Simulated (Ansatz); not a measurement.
Space group Fm-3m (No. 225). a = 3.915 Å, b = 3.915 Å, c = 3.915 Å, α = 90.00°, β = 90.00°, γ = 90.00°
```
atom site symmetry x y z
  Re    4a m-3m  0.0000  0.0000  0.0000
```

Equation of state of this Re structure (not necessarily the ground state), with shape and atoms relaxed at each volume where symmetry leaves them free. It has no gap at any of these volumes. The calculation used DFT PBE, scalar-relativistic, plane waves, PAW (Ansatz 0.2.0).

Plane waves to 420 eV, a k mesh through Γ of 18×18×18 on the computed 1-atom cell and Gaussian smearing (0.10 eV); no spin polarisation.

```json
{"V (Å³/atom)": "13.206", "E − E(largest V) (meV/atom)": "163.34", "P (GPa)": "61.11"}
{"V (Å³/atom)": "13.656", "E − E(largest V) (meV/atom)": "19.49", "P (GPa)": "41.97"}
{"V (Å³/atom)": "14.106", "E − E(largest V) (meV/atom)": "-74.80", "P (GPa)": "25.68"}
{"V (Å³/atom)": "14.556", "E − E(largest V) (meV/atom)": "-126.87", "P (GPa)": "11.81"}
{"V (Å³/atom)": "15.007", "E − E(largest V) (meV/atom)": "-142.94", "P (GPa)": "0.00"}
{"V (Å³/atom)": "15.457", "E − E(largest V) (meV/atom)": "-128.37", "P (GPa)": "-10.04"}
{"V (Å³/atom)": "15.907", "E − E(largest V) (meV/atom)": "-87.79", "P (GPa)": "-18.56"}
{"V (Å³/atom)": "16.507", "E − E(largest V) (meV/atom)": "0.00", "P (GPa)": "-27.90"}
```

Q: Fit a third-order Birch–Murnaghan equation to E(V).

A: V0 = 15.01 Å³/atom, B0 = 362 GPa, B0' = 4.4.

Spin-orbit coupling is left out, which matters for the bands of heavy elements.

This fcc form isn't the element's structure at ambient conditions.